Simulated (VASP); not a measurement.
Runs of VASP 6.6.1 on MgF2. Symmetry: P4_2/mnm, No. 136, tetragonal system. Conventional cell: a = 4.624 Å, b = 4.624 Å, c = 3.053 Å, α = 90.00°, β = 90.00°, γ = 90.00°. Around Mg (site symmetry mmm) lie 6 F at 1.98 to 2.00 Å. Around F (site symmetry m2m) lie 3 Mg at 1.98 to 2.00 Å. The cell comes from a database or a generator and needn't be the stable form of this composition.

| level | potentials or basis | k mesh | cutoff (eV) | smearing | further INCAR settings | gap on the mesh (eV) | pressure (GPa) |
| --- | --- | --- | --- | --- | --- | --- | --- |
| PBEsol | VASP PAW PBE potentials, release 64 (Mg, F) | 6 × 6 × 8 | 700 | gaussian 0.02 eV | ALGO = Fast; EDIFF = 1e-06 | 6.93 | -0.1 |
| PBEsol | VASP PAW PBE potentials, release 64 (Mg, F) | 8 × 8 × 12 | 520 | gaussian 0.02 eV | ALGO = Fast; EDIFF = 1e-06 | 6.92 | 0.1 |
| PBEsol | VASP PAW PBE potentials, release 64 (Mg, F) | 6 × 6 × 8 | 520 | gaussian 0.5 eV | ALGO = Fast; EDIFF = 1e-06 | 6.92 | 0.1 |
| PBEsol | VASP PAW PBE potentials, release 64 (Mg, F_h) | 6 × 6 × 8 | 900 | gaussian 0.02 eV | ALGO = Fast; EDIFF = 1e-06 | 6.93 | (a) |
| r2SCAN | VASP PAW PBE potentials, release 64 (Mg, F) | 6 × 6 × 8 | 520 | gaussian 0.02 eV | ALGO = Normal; EDIFF = 1e-06 | 8.00 | -1.5 |

Alike in all rows: task single point; no spin polarisation; cell as given.

Q: Fill in the values left out.

A: (a) -0.7.

Caveats: the PAW data sets were made with another functional, which shifts forces and pressure a little; the cutoff is under 1.25 times the usual one of these potentials, so pressure, stress and relaxed cells hold a basis-set (Pulay) error (some runs).

A k mesh can miss the band edges.
